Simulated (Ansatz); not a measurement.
The system is BaTiO3.

```
CELL_PARAMETERS angstrom
3.72890 -0.42193 0.02237
-0.28447 3.27547 3.11008
0.31643 -2.75371 2.58992
ATOMIC_POSITIONS crystal
Ba 0.00364 0.99727 0.99850
Ti 0.50025 0.51161 0.51018
O 0.99835 0.49282 0.49504
O 0.49991 0.50154 0.99454
O 0.49786 0.99299 0.49796
```

The cell isn't the ideal one: cell sheared at random, sigma 0.1, atoms nudged by 0.01 Å.

Base run:

```yaml
Program: Ansatz 0.2.0
Functional: PBE
Potentials_or_basis: Ansatz PAW
Cutoff: "420 eV (not typed: the program's choice for these potentials)"
k_mesh: 7 × 6 × 7
Occupations: fermi-dirac, width 0.05 eV
Spin: no spin polarisation
```

Its results: band gap on the k mesh 0.61 eV, indirect (least direct gap 0.70 eV); pressure 17.4 GPa; largest force 0.723 eV/Å.

Q: The run is repeated on the same cell with these changes: hubbard terms from none to Ti d U = 4 eV; hubbard projectors from none to ortho-atomic (the default). What comes out?

A: Band gap on the k mesh 1.07 eV, indirect (least direct gap 1.15 eV); pressure 18.8 GPa; largest force 0.636 eV/Å.

The U term pushes filled and empty states of the shell apart.

Caveats: spin-orbit coupling is left out, which moves the levels of the heavy elements.
